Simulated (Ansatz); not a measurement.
**Cu2O (Cuprite) in Ansatz: the effect of functional**

Cu2O (Cuprite):

```
Cu O
1.0
     4.26000    0.00000    0.00000
     0.00000    4.26000    0.00000
     0.00000    0.00000    4.26000
Cu O
4 2
Direct
  0.75000 0.25000 0.75000
  0.75000 0.75000 0.25000
  0.25000 0.75000 0.75000
  0.25000 0.25000 0.25000
  0.50000 0.50000 0.50000
  0.00000 0.00000 0.00000
```

Alike in all runs:

```yaml
Program: Ansatz 0.2.0
Task: projected density of states
Potentials_or_basis: Ansatz PAW
Cutoff: "420 eV (not typed: the program's choice for these potentials)"
k_mesh: 6 × 6 × 6
Occupations: fermi-dirac, width 0.05 eV
Spin: no spin polarisation
```

```csv
functional,gap on the mesh (eV),pressure (GPa)
PBE,0.53,3.2
RPBE,0.54,7.6
revPBE,0.54,6.4
BLYP,?,?
```

**Question.** What does the run with functional BLYP give?

**Answer.** gap on the mesh 0.66 eV; pressure 8.5 GPa.

Caveats: the density of states is complete only up to the lowest level of the last band computed; the PAW data sets come from PBE, with cores solved anew for the run's functional, which leaves a small shift of forces and pressure (some runs).

A k mesh can miss the band edges.
